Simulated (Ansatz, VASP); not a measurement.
## AlO in VASP and in Ansatz

```xyz
2
Lattice="2.7692 0.0000 0.0000 0.0000 2.7692 0.0000 0.0000 0.0000 2.7692" Properties=species:S:1:pos:R:3 pbc="T T T"
Al    1.3846    1.3846    1.3846
O     0.0000    0.0000    0.0000
```

Alike in both runs: functional PBE; k mesh 20 × 20 × 20; occupations gaussian, width 0.1 eV; no spin polarisation.

Ansatz relaxed the structure, and its values are those at the end. VASP's run is a single point on that final structure, the one shown.

```csv
,VASP,Ansatz
version,VASP 6.6.1,Ansatz 0.2.0
potentials or method,"VASP PAW PBE potentials, release 64 (Al, O)","scalar-relativistic, plane waves, PAW"
plane-wave cutoff (eV),520,420
valence electrons in the cell,9,9
```

|  | VASP | Ansatz | Ansatz less VASP |
| --- | --- | --- | --- |
| gap on the k mesh at the Fermi level (eV) | none | none | - |
| pressure (GPa) | -0.2 | 0.0 | +0.15 |

A gap of «none» marks a metal or a gap that the smearing closes. The functional is the same, so the differences come from potentials, cutoffs and numerics.

Caveats: an odd number of electrons without spin polarisation forces a metal; a magnetic or distorted state may lie lower.
